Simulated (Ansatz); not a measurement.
# Ti3Al (P6_3/mmc)

Method: DFT PBE, scalar-relativistic, plane waves, PAW (Ansatz 0.2.0).

Plane waves to 420 eV, a k mesh through Γ of 6×6×8 on the computed 8-atom cell and Gaussian smearing (0.10 eV); no spin polarisation.

The structure is relaxed at this level of theory with its symmetry kept. Whether it is the stable form of this composition wasn't checked.

```
Ti Al
1.0
     5.75534    0.00000    0.00000
    -2.87767    4.98427    0.00000
     0.00000    0.00000    4.65414
Ti Al
6 2
Cartesian
  4.2896 0.8463 1.1635
  1.4119 4.1380 3.4906
  2.8777 3.2917 1.1635
  -1.4119 4.1380 3.4906
  1.4658 0.8463 1.1635
  0.0000 1.6925 3.4906
  0.0000 3.3228 1.1635
  2.8777 1.6614 3.4906
```

| Quantity | Value |
| --- | --- |
| Space group | P6_3/mmc (No. 194) |
| Volume per atom | 16.69 Å³ |
| Formation energy from the elements' standard states (uncorrected) | -0.280 eV/atom |
| Kohn–Sham band gap | none (metal) |
| Density of states at the Fermi level | 3.56 states/eV per cell |
| Löwdin character within 0.5 eV of the Fermi level | Ti 3d 86 % |
| Bulk modulus | 114 GPa |
| Its pressure derivative | 3.7 |
| Bader charges (e) | Ti (6 in the cell) 0.38, Al (2 in the cell) -1.13 |